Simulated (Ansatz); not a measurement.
# HfO2 under changes of volume

One of the cells (10.955 Å³/atom); the others are scaled copies at fixed shape and fractional positions:

```
CELL_PARAMETERS angstrom
5.21946 0.00000 0.00000
0.00000 5.00476 0.00000
0.00000 0.00000 5.03269
ATOMIC_POSITIONS crystal
Hf 0.96699 0.73252 0.74144
Hf 0.53301 0.73252 0.24144
Hf 0.46699 0.26748 0.74144
Hf 0.03301 0.26748 0.24144
O 0.63213 0.92865 0.87927
O 0.86787 0.92865 0.37927
O 0.23395 0.53988 0.49229
O 0.26605 0.53988 0.99229
O 0.76605 0.46012 0.99229
O 0.73395 0.46012 0.49229
O 0.13213 0.07135 0.87927
O 0.36787 0.07135 0.37927
```

Measurements of this composition are mostly on another form, of space group No. 14.

```yaml
Program: Ansatz 0.2.0
Functional: SVWN5
Potentials_or_basis: Ansatz PAW
Cutoff: "420 eV (not typed: the program's choice for these potentials)"
k_mesh: 5 × 6 × 5
Occupations: fermi-dirac, width 0.05 eV
Spin: no spin polarisation
```

```csv
volume (Å³/atom),energy over the lowest point (meV/atom),pressure (GPa),gap on the mesh (eV),largest force (eV/Å)
10.298,17.33,12.9,4.50,0.321
10.517,4.32,6.2,4.43,0.227
10.736,0.00,0.3,4.36,0.144
10.955,3.38,-5.1,4.30,0.108
11.175,13.73,-9.9,4.23,0.137
11.394,?,?,?,?
11.613,52.56,-18.2,4.10,0.243
```

What does the run at 11.394 Å³/atom give?

Energy over the lowest point 30.30 meV/atom; pressure -14.3 GPa; gap on the mesh 4.16 eV; largest force 0.187 eV/Å.

Worked out: A Birch-Murnaghan fit of order 3 (a polynomial in V^(-2/3)) to the other rows has its minimum at 10.75 Å³/atom with B0 = V·E''(V) = 276 GPa and B' = 4.3 at fixed shape and positions, which overstates the stiffness. It gives 30.35 meV/atom at 11.394 Å³/atom, against the run's 30.30, and -dE/dV = -14.3 GPa, against -14.3. A straight line through the other rows of the gap, of slope -3.32 eV per unit of ln V, gives 4.17 eV, against the run's 4.16.

Energies are extrapolated to zero smearing.

Caveats: odd divisions of the mesh miss points on the zone boundary, where band edges often lie, so the gap on the mesh can be too wide; spin-orbit coupling is left out, which moves the levels of the heavy elements; the PAW data sets come from PBE, with cores solved anew for the run's functional, which leaves a small shift of forces and pressure.

A mesh can miss the band edges.
